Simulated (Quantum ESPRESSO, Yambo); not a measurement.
# Quasiparticle gap of InP (F-43m) in Yambo, part 2 of 3

Wanted: ground state, empty states, screening and self-energy for InP (F-43m).

Quantum ESPRESSO 7.5 and Yambo 5.3.0; PBE and many-body steps on it, plane waves. Known limits of the many-body steps: not at the basis limit; exchange with frozen shells missing; coarse k mesh.

So far. Step 2 (Ground state): The gap is direct, at Γ. Step 3 (Bands along the symmetry lines): The gap is 0.682 eV, as in the run before at this level.

The database entry behind the starting cell differs from later determinations by our own check (0.1 to 0.3 % short, probably kX units), so it need not match the best structure at ambient conditions.

## (4) Empty states on the mesh, 4×4×4 mesh, 280 bands

Level of this step: DFT, PBE with spin-orbit coupling, plane waves, norm-conserving pseudopotentials (Quantum ESPRESSO).

The sums over transitions need many empty states on a uniform mesh; this step solves for them.

File pw.in:

```
&control
  calculation = 'nscf'
  prefix = 'x'
  outdir = 'o'
  pseudo_dir = 'pseudo'
/
&system
  ibrav = 0
  nat = 2
  ntyp = 2
  ecutwfc = 62.0
  nbnd = 280
  force_symmorphic = .true.
  noncolin = .true.
  lspinorb = .true.
/
&electrons
  conv_thr = 1e-9
  electron_maxstep = 80
  diago_full_acc = .true.
  diago_thr_init = 5e-6
/
ATOMIC_SPECIES
  In 114.82 In.upf
  P 30.974 P.upf
CELL_PARAMETERS angstrom
  -0.0000000000 2.9305000000 2.9305000000
  2.9305000000 -0.0000000000 2.9305000000
  2.9305000000 2.9305000000 -0.0000000000
ATOMIC_POSITIONS crystal
  In 0.0000000000 0.0000000000 0.0000000000
  P 0.2500000000 0.2500000000 0.2500000000
K_POINTS automatic
  4 4 4 0 0 0
```

On the command line:

```sh
$ OMP_NUM_THREADS=1 mpirun -n 4 pw.x -nk 4 -in pw.in > pw.out
```

The program printed:

```text
[banner, memory and clock lines left out]
Program PWSCF v.7.5 starts

     Atomic positions and unit cell read from directory:
     o/x.save/

     Message from routine setup:
     using ibrav=0 with symmetry is DISCOURAGED, use correct ibrav instead

     G-vector sticks info

     bravais-lattice index     =            0
     lattice parameter (alat)  =       7.8317  a.u.
     unit-cell volume          =     339.6658 (a.u.)^3
     number of atoms/cell      =            2
     number of atomic types    =            2
     number of electrons       =        18.00
     number of Kohn-Sham states=          280
     kinetic-energy cutoff     =      62.0000  Ry
     charge density cutoff     =     248.0000  Ry
     Exchange-correlation= PBE
                           (   1   4   3   4   0   0   0)
     Non magnetic calculation with spin-orbit

     celldm(1)=   7.831692  celldm(2)=   0.000000  celldm(3)=   0.000000
     celldm(4)=   0.000000  celldm(5)=   0.000000  celldm(6)=   0.000000

     crystal axes: (cart. coord. in units of alat)
               a(1) = (  -0.000000   0.707107   0.707107 )
               a(2) = (   0.707107  -0.000000   0.707107 )
               a(3) = (   0.707107   0.707107  -0.000000 )

     reciprocal axes: (cart. coord. in units 2 pi/alat)
               b(1) = ( -0.707107  0.707107  0.707107 )
               b(2) = (  0.707107 -0.707107  0.707107 )
               b(3) = (  0.707107  0.707107 -0.707107 )
     Pseudo is Norm-conserving + core correction, Zval = 13.0
     Generated using ONCVPSP code by D. R. Hamann
     Using radial grid of 1986 points, 10 beta functions with:
     Pseudo is Norm-conserving + core correction, Zval =  5.0
     Generated using ONCVPSP code by D. R. Hamann
     Using radial grid of 1298 points, 10 beta functions with:
     In               13.00   114.82000     In( 1.00)
     P                 5.00    30.97400     P ( 1.00)

     24 Sym. Ops. (no inversion) found

   Cartesian axes

     site n.     atom                  positions (alat units)
         1        In     tau(   1) = (   0.0000000   0.0000000   0.0000000  )
         2        P      tau(   2) = (   0.3535534   0.3535534   0.3535534  )

     number of k points=     8
                       cart. coord. in units 2pi/alat
        k(    1) = (   0.0000000   0.0000000   0.0000000), wk =   0.0156250
        k(    2) = (   0.1767767   0.1767767  -0.1767767), wk =   0.1250000
        k(    3) = (  -0.3535534  -0.3535534   0.3535534), wk =   0.0625000
[...]
k(    7) = (  -0.7071068   0.0000000   0.0000000), wk =   0.0468750
        k(    8) = (  -0.7071068   0.3535534   0.0000000), wk =   0.0937500

     Dense  grid:    22227 G-vectors     FFT dimensions: (  40,  40,  40)

     The potential is recalculated from file :
     o/x.save/charge-density

     Starting wfcs are   26 randomized atomic wfcs +  254 random wfcs

     Band Structure Calculation

     End of band structure calculation

          k = 0.0000 0.0000 0.0000 (  2741 PWs)   bands (ev):

    -7.5356  -7.5356  -7.5356  -7.5356  -6.7513  -6.7513  -6.6501  -6.6501
    -6.6501  -6.6501  -4.3676  -4.3676   7.0828   7.0828   7.1818   7.1818
     7.1818   7.1818   7.8640   7.8640  10.9288  10.9288  11.3852  11.3852
[...]
[... 23 further rows ...]
[...]
k = 0.1768 0.1768-0.1768 (  2794 PWs)   bands (ev):

[...]
[... 23 further rows ...]
[...]
k =-0.3536-0.3536 0.3536 (  2788 PWs)   bands (ev):

[...]
[... 23 further rows ...]
   103.2454 103.2454 103.2565 103.2565 104.8362 104.8362 104.8637 104.8637
   104.9305 104.9305 106.1122 106.1122 106.3407 106.3408 106.3494 106.3494

          k = 0.3536 0.0000 0.0000 (  2826 PWs)   bands (ev):

     [... further k-points ...]

     highest occupied, lowest unoccupied level (ev):     7.1818    7.8640

     XML data file, pseudopotentials, collected wavefunctions
```

Run time: 48 s. Hardware: 4 MPI ranks of Arm Neoverse V1, shared host; peak memory 0.75 GiB.

Numbers from this step:

```
gap                                                           : 0.6821 eV
k of the valence top                                          : 0, 0, 0
k of the conduction bottom                                    : 0, 0, 0
least direct gap                                              : 0.6821 eV
k points computed                                             : 8
lowest point of the top converged band, above the valence top : 98.7211 eV
```

On this mesh the gap is 0.682 eV.

## (5) Conversion and set-up

This step: Yambo 5.3.0; conversion and set-up on PBE with spin-orbit coupling, plane waves, norm-conserving pseudopotentials.

The states are converted to the many-body program's format and the q mesh is built.

On the command line:

```sh
$ (cd o/x.save; p2y > p2y.log; mv SAVE ../..); yambo > setup.log
```

The program printed:

```text
 Yambo, version 5.3.0

 [02] CORE Variables Setup
 =========================

  [02.01] Unit cells
  ==================

  Cell kind             :  FCC
  Atoms in the cell     :  In  P
  number of In atoms    :  1
  number of P  atoms    :  1

  List of atomic masses
  Mass of In    :  114.8200
  Mass of P     :  30.97400

  List of atomic coordinates    : [cc]
  In1       :  0.000000  0.000000  0.000000  order 1
  P1       :  2.768921  2.768921  2.768921  order 2

  Alat factors          :  5.537842  5.537842  5.537842 [a.u.]
  Direct lattice volume :  339.6658 [a.u.]
  Direct lattice vectors:  A[ 1 ]  A[ 2 ]  A[ 3 ]
   A[ 1 ]: -0.000000  1.000000  1.000000  [iru]
  -0.000000  5.537842  5.537842  [cc]
   A[ 2 ]:  1.000000 -0.000000  1.000000  [iru]
   5.537842 -0.000000  5.537842  [cc]
   A[ 3 ]:  1.000000  1.000000 -0.000000  [iru]
   5.537842  5.537842 -0.000000  [cc]

  Recip. lattice volume :  0.730277 [a.u.]
  Recip. lattice vectors:  B[ 1 ]  B[ 2 ]  B[ 3 ]
   B[ 1 ]: -0.500000  0.500000  0.500000  [iku]
  -0.567295  0.567295  0.567295  [cc]
   B[ 2 ]:  0.500000 -0.500000  0.500000  [iku]
   0.567295 -0.567295  0.567295  [cc]
   B[ 3 ]:  0.500000  0.500000 -0.500000  [iku]
   0.567295  0.567295 -0.567295  [cc]

  [02.02] Symmetries
  ==================

  Inversion symmetry    : yes
  Spatial inversion     : no
  Inversion index       :  25
  K-space Time-reversal : yes
  Magnetic symmetries   : no
  Time-reversal derived K-space symmetries:   25   48
  Group table correct   : yes
  Symmetries units      :  [cc]

   [S  1]:   1.0000      0.21494E-16  0.21494E-16  0.21494E-16   1.0000     -0.21494E-16 -0.21494E-16 -0.21494E-16   1.0000
   [S  2]:  -1.0000     -0.21494E-16  0.21494E-16 -0.21494E-16  -1.0000     -0.21494E-16  0.21494E-16  0.21494E-16   1.0000
   [S  3]:  -1.0000      0.21494E-16 -0.21494E-16 -0.21494E-16   1.0000      0.21494E-16  0.21494E-16 -0.21494E-16  -1.0000
[...]
[S  9]:  0.21494E-16   1.0000      0.21494E-16 -0.21494E-16  0.21494E-16   1.0000       1.0000     -0.21494E-16 -0.21494E-16
   [S 10]:  0.21494E-16  -1.0000     -0.21494E-16 -0.21494E-16 -0.21494E-16  -1.0000       1.0000      0.21494E-16  0.21494E-16
     [... 36 further rows ...]
   [S*47]:   1.0000      0.21494E-16 -0.21494E-16  0.21494E-16 -0.21494E-16  -1.0000     -0.21494E-16   1.0000      0.21494E-16
   [S*48]:   1.0000     -0.21494E-16  0.21494E-16  0.21494E-16  0.21494E-16   1.0000     -0.21494E-16  -1.0000     -0.21494E-16

  [02.03] Reciprocal space
  ========================

  nG shells         :  258
  nG charge         :  22227
  nG WFs            :   3451
  nC WFs            :  2826
  G-vecs. in first 25 shells:  [ Number ]
     1    9   15   27   51   59   65   89  113
    137   169   181   229   259   283   307   331   339
    387   411   459   531   537   561   609
  ...
  Shell energy in first 25 shells:  [ mHa ]
[...]
K/Q-points units:
  rlu = crystal or reduced units; cc = cartesian coordinates; iku = interal k-units

  K [1]          [rlu]:  0.000000  0.000000  0.000000
         WF components:  2741
  K [2]          [rlu]:  0.52668E-17  0.52668E-17  0.25000
         WF components:  2794
  K [3]          [rlu]: -0.10534E-16 -0.10534E-16 -0.50000
         WF components:  2788
  K [4]          [rlu]:  0.87374E-19  0.25000      0.25000
         WF components:  2826
  K [5]          [rlu]:  0.86628E-17  0.25000     -0.50000
         WF components:  2798
  [... 2 further k-points ...]
  K [8]          [rlu]:  0.250000 -0.500000 -0.250000
         WF components:  2780

  [02.05] Energies & Occupations
  ==============================

  [X] === General ===
  [X] Electronic Temperature                        :  0.000000  0.000000 [eV K]
  [X] Bosonic    Temperature                        :  0.000000  0.000000 [eV K]
  [X] Finite Temperature mode                       : no
  [X] El. density                                   :  0.35762E+24 [cm-3]
  [X] Fermi Level                                   :  7.181833 [eV]

  [X] === Gaps and Widths ===
  [X] Conduction Band Min                           :  0.682134 [eV]
  [X] Valence Band Max                              :  0.000000 [eV]
  [X] Filled Bands                                  :  18
  [X] Empty Bands                                   :   19  280
  [X] Direct Gap                                    :  0.682134 [eV]
  [X] Direct Gap localized at k                     :  1
  [X] Indirect Gap                                  :  0.682134 [eV]
  [X] Indirect Gap between kpts                     :  1  1
  [X] Last valence band width                       :  2.878789 [eV]
  [X] 1st conduction band width                     :  3.580210 [eV]

  E @ K [1]:  [eV]
  -14.71739 -14.71739 -14.71739 -14.71739 -13.93317 -13.93317 -13.83191 -13.83191
   -13.832      -13.832      -11.549      -11.549     -0.99054E-01 -0.99054E-01 -0.78548E-12 -0.72355E-12
  -0.32930E-12   0.0000      0.68213      0.68213       3.7470       3.7470       4.2034       4.2034
[...]
occ @ K [1]
[...]
E @ K [2]:  [eV]
[...]
occ @ K [2]
[...]
E @ K [3]:  [eV]
[...]
occ @ K [3]
[...]
E @ K [4]:  [eV]
[...]
occ @ K [4]
[...]
E @ K [5]:  [eV]
[...]
occ @ K [5]
[...]
[... 2 further k-points ...]
  E @ K [8]:  [eV]
[...]
occ @ K [8]
[...]
0.000000  0.000000  0.000000  0.000000  0.000000  0.000000  0.000000  0.000000
   0.000000  0.000000  0.000000  0.000000  0.000000  0.000000  0.000000  0.000000

 [03] Transferred momenta grid and indexing
 ==========================================

 IBZ Q-points                                      :   8
 BZ  Q-points                                      :   64

 K/Q-points units:
 rlu = crystal or reduced units; cc = cartesian coordinates; iku = interal k-units

 Q [1]          [rlu]:  0.000000  0.000000  0.000000
 Q [2]          [rlu]:  0.54193E-16  0.26437E-16  0.25000
 Q [3]          [rlu]: -0.10839E-15 -0.52875E-16 -0.50000
[...]
Q [7]          [rlu]: -0.17475E-18 -0.50000     -0.50000
 Q [8]          [rlu]:  0.250000 -0.500000 -0.250000

  [03.01] X indexes
  =================

   [03.01.01] Sigma indexes
   ========================

 [06] Game Over & Game summary
```

The job ended after 3 s (1 MPI rank; peak memory 0.24 GiB).

[end of part 2 of 3]

[Paths, hosts, dates, memory and timing lines, banners, echoed tables and standing remarks are left out of the program output.]

[Logs are printed without paths, hosts, clocks, repeated set-up lines and the standing remarks that a program may print on its own settings, such as how far it seeks lower states.]

[Runs of the session that timed out or met a known fault of the program may be left out.]

[Hosts, paths, dates, database ids (printed as entryN), source tags and the programs' standing remarks are cut or masked in the printed files.]
